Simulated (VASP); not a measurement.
# NaI (Fm-3m) in VASP: further runs

Aim: see how the results for NaI move with the level of theory and the settings. Levels: PBE, LAK, PBE0+D2. Tasks: single point, atomic charges, relaxation of cell and atoms.

All numbers are computed with VASP 6.6.1; they aren't measurements. Logs are shortened: lines on timing, memory, paths and dates and some standing lists are left out, and cuts for length are marked.

### 1 The structure

The structure is cubic, space group Fm-3m (No. 225). Conventional cell: a = 6.473 Å, b = 6.473 Å, c = 6.473 Å, α = 90.00°, β = 90.00°, γ = 90.00°. I (site symmetry m-3m) has 6 Na at 3.24 Å as nearest neighbours. Na (site symmetry m-3m) is surrounded by 6 I at 3.24 Å.

### 2 Single point, PBE

run.py reads:

```python
from ase import Atoms
from ase.calculators.vasp import Vasp
from ase.dft.bandgap import bandgap

atoms = Atoms(
    ['I', 'Na'],
    cell=[[0.0, 3.2364, 3.2364], [3.2364, 0.0, 3.2364], [3.2364, 3.2364, 0.0]],
    scaled_positions=[[0.5, 0.5, 0.5], [0.0, 0.0, 0.0]],
    pbc=True,
)
calc = Vasp(
    directory='calc',
    xc='pbe',
    pp='PBE',
    setups='materialsproject',
    prec='Accurate',
    encut=520,
    ediff=1e-06,
    ismear=0,
    sigma=0.1,
    lreal=False,
    lasph=True,
    nelm=80,
    algo='Fast',
    isif=2,
    lwave=False,
    lcharg=False,
    kpts=[7, 7, 7],
    gamma=True,
)
atoms.calc = calc

print('energy (eV):', atoms.get_potential_energy())
print('free energy (eV):', atoms.get_potential_energy(force_consistent=True))
print('forces (eV/A):')
print(atoms.get_forces())
print('stress (eV/A^3, Voigt):', atoms.get_stress())
print('Fermi level (eV):', calc.get_fermi_level())
gap, top, bottom = bandgap(calc)
print('band gap (eV):', gap, 'from (spin, k, band)', top, 'to', bottom)
```

Potentials or basis: VASP PAW PBE potentials, release 64 (I, Na_pv).

The run is started by

```sh
$ python run.py
```

Standard output:

```text
energy (eV): -5.38505419
free energy (eV): -5.38505419
forces (eV/A):
[[ 0.  0.  0.]
 [ 0.  0. -0.]]
stress (eV/A^3, Voigt): [-0.00272573 -0.00272573 -0.00272573  0.         -0.          0.        ]
Fermi level (eV): 1.29289599
band gap (eV): 3.6404 from (spin, k, band) (0, np.int64(0), np.int64(6)) to (0, np.int64(0), np.int64(7))
```

OUTCAR:

```text
ENCUT = 520.000000
   EDIFF = 1.00e-06
   GGA = PE
   PREC = Accurate
   ISIF = 2
   ISMEAR = 0
   NELM = 80
   LASPH = .TRUE.
   LREAL = .FALSE.

 ion  position               nearest neighbor table
   1  0.500  0.500  0.500-
   2  0.000  0.000  0.000-

  LATTYP: Found a face centered cubic cell.
 ALAT       =     6.4728000000

  Lattice vectors:

 A1 = (   0.0000000000,   3.2364000000,   3.2364000000)
 A2 = (   3.2364000000,   0.0000000000,   3.2364000000)
 A3 = (   3.2364000000,   3.2364000000,   0.0000000000)

Analysis of symmetry for initial positions (statically):
=====================================================================
 Subroutine PRICEL returns:
 Original cell was already a primitive cell.

 Routine SETGRP: Setting up the symmetry group for a
 face centered cubic supercell.

 Subroutine GETGRP returns: Found 48 space group operations
 (whereof 48 operations were pure point group operations)
 out of a pool of 48 trial point group operations.

The static configuration has the point symmetry O_h .

Analysis of symmetry for dynamics (positions and initial velocities):
=====================================================================
 Subroutine PRICEL returns:
 Original cell was already a primitive cell.

 Routine SETGRP: Setting up the symmetry group for a
 face centered cubic supercell.

 Subroutine GETGRP returns: Found 48 space group operations
 (whereof 48 operations were pure point group operations)
 out of a pool of 48 trial point group operations.

The dynamic configuration has the point symmetry O_h .

 Subroutine INISYM returns: Found 48 space group operations
 (whereof 48 operations are pure point group operations),
 and found     1 'primitive' translations

----------------------------------------------------------------------------------------

                                     Primitive cell

  volume of cell :      67.7980

  direct lattice vectors                    reciprocal lattice vectors
     0.000000000  3.236400000  3.236400000    -0.154492646  0.154492646  0.154492646
     3.236400000  0.000000000  3.236400000     0.154492646 -0.154492646  0.154492646
     3.236400000  3.236400000  0.000000000     0.154492646  0.154492646 -0.154492646

  length of vectors
     4.576960773  4.576960773  4.576960773     0.267589113  0.267589113  0.267589113

  position of ions in fractional coordinates (direct lattice)
     0.500000000  0.500000000  0.500000000
     0.000000000  0.000000000  0.000000000

  ion indices of the primitive-cell ions
   primitive index   ion index
                 1           1
                 2           2

----------------------------------------------------------------------------------------

 KPOINTS: KPOINTS created by Atomic Simulation Env

Automatic generation of k-mesh.
 Grid dimensions read from file:
 generate k-points for:    7    7    7

 Generating k-lattice:

  Cartesian coordinates                     Fractional coordinates (reciprocal lattice)
    -0.022070378  0.022070378  0.022070378     0.142857143  0.000000000  0.000000000
     0.022070378 -0.022070378  0.022070378     0.000000000  0.142857143  0.000000000
     0.022070378  0.022070378 -0.022070378     0.000000000  0.000000000  0.142857143

  Length of vectors
     0.038227016  0.038227016  0.038227016

  Shift w.r.t. Gamma in fractional coordinates (k-lattice)
     0.000000000  0.000000000  0.000000000

 Subroutine IBZKPT returns following result:
 ===========================================

 Found     20 irreducible k-points:

 Following reciprocal coordinates:
            Coordinates               Weight
  0.000000  0.000000  0.000000      1.000000
  0.142857  0.000000  0.000000      8.000000
  0.285714  0.000000  0.000000      8.000000
  0.428571  0.000000  0.000000      8.000000
  0.142857  0.142857  0.000000      6.000000
  0.285714  0.142857  0.000000     24.000000
[... 12 lines left out ...]
 -0.428571  0.428571  0.142857     24.000000
 -0.285714  0.428571  0.142857     24.000000
   k-points           NKPTS =     20   k-points in BZ     NKDIM =     20   number of bands    NBANDS=     11
   number of dos      NEDOS =    301   number of ions     NIONS =      2
   total plane-waves  NPLWV =  46656
   dimension x,y,z NGX =    36 NGY =   36 NGZ =   36
   dimension x,y,z NGXF=    72 NGYF=   72 NGZF=   72
   ions per type =               1   1
   NGX,Y,Z   is equivalent  to a cutoff of  13.08, 13.08, 13.08 a.u.
   NGXF,Y,Z  is equivalent  to a cutoff of  26.15, 26.15, 26.15 a.u.
 SYSTEM =  unknown system
   PREC   = accura    normal or accurate (medium, high low for compatibility)
   ISTART =      0    job   : 0-new  1-cont  2-samecut
   ICHARG =      2    charge: 1-file 2-atom 10-const
   ISPIN  =      1    spin polarized calculation?
   LNONCOLLINEAR =      F non collinear calculations
   LSORBIT =      F    spin-orbit coupling
   LASPH  =      T    aspherical Exc in radial PAW
   ENCUT  =  520.0 eV  38.22 Ry    6.18 a.u.   8.51  8.51  8.51*2*pi/ulx,y,z
   NELM   =     80;   NELMIN=  2; NELMDL= -5     # of ELM steps
   EDIFF  = 0.1E-05   stopping-criterion for ELM
   LREAL  =      F    real-space projection
   EDIFFG = 0.1E-04   stopping-criterion for IOM
   NSW    =      0    number of steps for IOM
   IBRION =     -1    ionic relax: 0-MD 1-quasi-New 2-CG
   NFREE  =      0    steps in history (QN), initial steepest desc. (CG)
   ISIF   =      2    stress and relaxation
   ISYM   =      2    0-nonsym 1-usesym 2-fastsym
   POTIM  = 0.5000    time-step for ionic-motion
   TEBEG  =    0.0;   TEEND  =   0.0 temperature during run
   PSTRESS=    0.0 pullay stress
   NELECT =      14.0000    total number of electrons
   NUPDOWN=      -1.0000    fix difference up-down
   EMIN   =  10.00;   EMAX   =-10.00  energy-range for DOS
   EFERMI =   0.00;   METHOD = LEGACY
   ISMEAR =     0;   SIGMA  =   0.10  broadening in eV -4-tet -1-fermi 0-gaus
   EFERMI_NEDOS =   21; number of points for ismear=-14 and -15
   IALGO  =     68    algorithm
   IMIX   =      4    mixing-type and parameters
     AMIX     =   0.40;   BMIX     =  1.00
     AMIX_MAG =   1.60;   BMIX_MAG =  1.00
  volume/ion in A,a.u.               =      33.90       228.76
  Fermi-wavevector in a.u.,A,eV,Ry     =   0.967636  1.828567 12.739397  0.936319
  Thomas-Fermi vector in A             =   2.097538
   LORBIT       =      0    0 simple, 1 ext, 2 COOP (PROOUT), +10 PAW based schemes
   GGA     = PE    functional components
   LHFCALC =     F    Hartree Fock is set to
   AEXX    =    0.0000 exact exchange contribution
   IVDW    =     0    specifies the selected vdW correction
   LEPSILON=     F    determine dielectric tensor
   LRPA    =     F    only Hartree local field effects (RPA)
 non-spin polarized calculation
 RMM-DIIS sequential band-by-band and
 Gauss-broadening in eV      SIGMA  =   0.10
  energy-cutoff  :      520.00
  volume of cell :       67.80
 maximum number of plane-waves:      1841
 NGX is ok and might be reduce to    36
   NGX = 17   NGY = 17   NGZ = 17

 number of electron      13.9999993 magnetization

 Free energy of the ion-electron system (eV)
  ---------------------------------------------------
  ext. energy  EPLUGINS =         0.00000000
  ---------------------------------------------------
  free energy    TOTEN  =        -5.38505419 eV

  energy without entropy =       -5.38505419  energy(sigma->0) =       -5.38505419

 E-fermi :   1.2929     XC(G=0):  -7.7045

 val. band max:        0.8069995433   @ k =   0.0000   0.0000   0.0000
 cond. band min:       4.4473701095   @ k =   0.0000   0.0000   0.0000
 fundamental gap:      3.6403705662
 Fermi energy:         1.2928959887

 k-point     1 :       0.0000    0.0000    0.0000
  band No.  band energies     occupation
      1     -21.6328      2.00000
      2     -21.6328      2.00000
      3     -21.6328      2.00000
      4     -10.2105      2.00000
      5       0.8070      2.00000
      6       0.8070      2.00000
      7       0.8070      2.00000
      8       4.4474      0.00000
      9       8.7363      0.00000
     10       8.7363      0.00000
     11       8.7363      0.00000
[... 253 lines left out ...]
 k-point    20 :      -0.2857    0.4286    0.1429
  band No.  band energies     occupation
      1     -21.6357      2.00000
      2     -21.6357      2.00000
      3     -21.6342      2.00000
      4      -9.8180      2.00000
      5      -0.6782      2.00000
      6      -0.6180      2.00000
      7       0.0524      2.00000
      8       6.5222      0.00000
      9       7.8246      0.00000
     10       8.7433      0.00000
     11       9.1066      0.00000

------------------------ aborting loop because EDIFF is reached ----------------------------------------

  FORCE on cell =-STRESS in cart. coord.  units (eV):
  Direction    XX          YY          ZZ          XY          YZ          ZX
  --------------------------------------------------------------------------------------
  -------------------------------------------------------------------------------------
  Total        0.1847988      0.1847988      0.1847988     -0.0000000      0.0000000      0.0000000
  in kB        4.3670992      4.3670992      4.3670992     -0.0000000      0.0000000      0.0000000
  external PRESSURE =       4.3670992 kB  Pullay stress =       0.0000000 kB

 VOLUME and BASIS-vectors are now :
 -----------------------------------------------------------------------------
  energy-cutoff  :      520.00
  volume of cell :       67.80
      direct lattice vectors                 reciprocal lattice vectors
     0.000000000  3.236400000  3.236400000    -0.154492646  0.154492646  0.154492646
     3.236400000  0.000000000  3.236400000     0.154492646 -0.154492646  0.154492646
     3.236400000  3.236400000  0.000000000     0.154492646  0.154492646 -0.154492646

 POSITION                                       TOTAL-FORCE (eV/Angst)
 -----------------------------------------------------------------------------------
      3.23640      3.23640      3.23640         0.000000      0.000000      0.000000
      0.00000      0.00000      0.00000         0.000000      0.000000     -0.000000
 -----------------------------------------------------------------------------------
    total drift:                                0.000000      0.000000      0.000000

  FREE ENERGIE OF THE ION-ELECTRON SYSTEM (eV)
  ---------------------------------------------------
  free  energy   TOTEN  =        -5.3850541891 eV

  energy  without entropy=       -5.3850541891  energy(sigma->0) =       -5.38505419
```

INCAR:

```text
ENCUT = 520.000000
SIGMA = 0.100000
EDIFF = 1.00e-06
ALGO = Fast
GGA = PE
PREC = Accurate
ISIF = 2
ISMEAR = 0
NELM = 80
LASPH = .TRUE.
LCHARG = .FALSE.
LWAVE = .FALSE.
LREAL = .FALSE.
```

Run time: 14 s. Hardware: 1 thread of Intel Xeon Platinum 8488C (Sapphire Rapids), shared host; peak memory 0.2 GiB.

What came out:

```
Free energy            : -5.3851 eV
Pressure               : 0.4 GPa
Band gap on the k mesh : 3.64 eV, direct
```

Caveat: spin-orbit coupling is left out, which moves the levels of the heavy elements. PBE gaps usually lie below the measured ones, often by a third to a half.

### 3 Atomic charges, LAK (atoms moved at random, drawn with an rms of 0.15 Å)

INCAR reads:

```
SYSTEM = NaI
PREC = Accurate
ENCUT = 500
EDIFF = 1E-6
ISMEAR = 0
SIGMA = 0.01
LREAL = .False.
LASPH = .True.
NELM = 100
ALGO = Normal
ISIF = 2
LWAVE = .False.
LCHARG = .False.
METAGGA = LAK
LMIXTAU = .True.
LORBIT = 11
```

KPOINTS reads:

```
regular mesh
0
Gamma
  7 7 7
  0 0 0
```

POSCAR reads:

```
NaI
1.0
    0.0000000000      3.2364000000      3.2364000000
    3.2364000000      0.0000000000      3.2364000000
    3.2364000000      3.2364000000      0.0000000000
I Na
1 1
Direct
    0.5220000000      0.5076600000      0.4685330000
   -0.0399430000      0.0225340000      0.0206200000
```

Potentials or basis: VASP PAW PBE potentials, release 64 (I, Na).

The run is started by

```sh
$ cat potpaw_PBE.64/I/POTCAR potpaw_PBE.64/Na/POTCAR > POTCAR
$ mpirun -np 1 vasp_std > vasp.out
```

It took 4.9 min on 1 thread of Intel Xeon Platinum 8488C (Sapphire Rapids), shared host; peak memory 0.28 GiB.

It converged, with:

- Free energy: 29.9517 eV
- Pressure: 0.1 GPa
- Largest force: 0.245 eV/Å
- Band gap on the k mesh: 4.52 eV, direct
- Valence electrons inside the program's atomic spheres: I 4.31; Na 0.06

Forces in eV/Å, atoms in the order of the input:
```
I    0.209 -0.022 -0.126
Na  -0.209  0.022  0.126
```

Stress tensor (GPa, compression positive):
```
 0.53  0.02  0.12
 0.02 -0.39 -0.01
 0.12 -0.01  0.04
```

Levels at points of the mesh, in eV from the valence-band top:
```csv
k point,band 1,band 2,band 3,band 4,band 5,band 6,band 7,band 8
"(0.00, 0.00, 0.00)",-11.33,-0.03,-0.01,0.00,4.52,8.50,8.50,8.54
```

Caveat: the PAW data sets were made with another functional, which shifts forces and pressure a little; spin-orbit coupling is left out, which moves the levels of the heavy elements.

[end of part 1 of 2]
